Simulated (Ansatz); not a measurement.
# Si8HC: the cost of one run

Program: Ansatz 0.2.0. Level of theory: DFT LDA, scalar-relativistic, plane waves, PAW. These are calculated values, not measurements.

2 further runs of the same task are left out: 2 set aside as unsound or not needed. Runs told in other sessions of the task aren't counted.

## (1) Starting point

Symmetry: P1, No. 1, triclinic system. The conventional cell has a = 3.802 Å, b = 6.289 Å, c = 20.796 Å, α = 90.00°, β = 90.00°, γ = 90.00°. Si (site symmetry 1) is surrounded by 3 Si at 2.33 to 2.35 Å. Si (site symmetry 1) has 4 Si at 2.33 to 2.35 Å in its first shell of neighbours. Around Si (site symmetry 1) lie 4 Si at 2.28 to 2.35 Å. Si (site symmetry 1) has 1 C at 1.72 Å in its first shell of neighbours. Si (site symmetry 1) has 3 Si at 2.22 to 2.28 Å in its first shell of neighbours. Only part of the 10 independent sites is listed.

As a file:

```xyz
10
Lattice="3.8017 0.0000 0.0000 0.0000 6.2887 0.0000 0.0000 0.0000 20.7959" Properties=species:S:1:pos:R:3 pbc="T T T"
Si    0.0000    5.8923    4.0000
Si    0.0000    3.5408    4.0000
Si    1.9008    2.7479    5.0975
Si    1.9008    0.3964    5.0975
Si    1.9008    5.8675    7.3035
Si    1.9008    3.5655    7.3035
Si    0.0000    2.6800    8.1959
Si    0.0000    0.4644    8.1959
C     0.6336    2.6800    9.7987
H     0.6336    2.6800   10.8987
```

This is the geometry of the first run shown, built on a cell relaxed beforehand with the same method.

## (2) What is varied

Atoms count from 1 in the order of the input.

CH is moved over the surface cell; relaxed at each place: the height of the adsorbate's atoms; substrate rigid; the origin of the map has the adsorbate above Si7.

The axes are (1) position of C9 along the first surface vector, from above Si7: 6 values from 0.000 to 0.833, periodic; (2) position of C9 along the second surface vector, from above Si7: 6 values from 0.000 to 0.833, periodic.

Relaxed at each point: the height of the adsorbate's atoms; substrate rigid. Points are written as (first, second).

The two vectors of the plane (Å): (3.802, 0.000, 0.000); (0.000, 6.289, 0.000).

## (3) The run at (1/6, 0/6) of the map's two axes

input.yaml reads:

```yaml
crystal:
  lattice:
    - [3.8016851341, 0.0, 0.0]
    - [0.0, 6.2886938855, 0.0]
    - [0.0, 0.0, 20.7958973402]
  atoms:
    - { symbol: Si, position: [0.0, 0.9369639535, 0.1923456312] }
    - { symbol: Si, position: [0.0, 0.5630360465, 0.1923456312] }
    - { symbol: Si, position: [0.5, 0.4369639535, 0.245118154] }
    - { symbol: Si, position: [0.5, 0.0630360465, 0.245118154] }
    - { symbol: Si, position: [0.5, 0.9330298456, 0.3512004366] }
    - { symbol: Si, position: [0.5, 0.5669701544, 0.3512004366] }
    - { symbol: Si, position: [0.0, 0.4261576321, 0.3941112618] }
    - { symbol: Si, position: [0.0, 0.0738423679, 0.3941112618] }
    - { symbol: C, position: [0.1666666667, 0.4261576321, 0.4711840086], spin: 1.0 }
    - { symbol: H, position: [0.1666666667, 0.4261576321, 0.5240790572] }
basis:
  ecutwfc: 420
kpoints:
  mp_grid: { grid: [7, 4, 1] }
hamiltonian:
  xc: lda
  pseudopotentials: { kind: paw, azcp: { folder: soft_1 } }
scf:
  occupations: { method: gaussian, width: 0.05 }
output:
  forces: true
  eigenvalues: true
  populations: true
magnetization:
  spin_polarized: true
relax:
  adjacent_minimum: "off"
  f_tol: 0.025
  max_steps: 16
  constraints: [{ sites: [0, 1, 2, 3, 4, 5, 6, 7] }, { sites: [8, 9], fix: xy }]
efield:
  axis: 3
  dipole_correction: true
  ramp_width: 0.04
```

Started as:

```bash
ansatz run input.yaml --threads 2 --pin off --max-ram 6144MiB --backend cpu --events-out ev --progress --plain --runs-dir out
```

What time and memory should one allow on 2 threads of AMD EPYC 9R45 (Zen 5), shared host?

About 34 s, with a peak of 0.84 GiB.
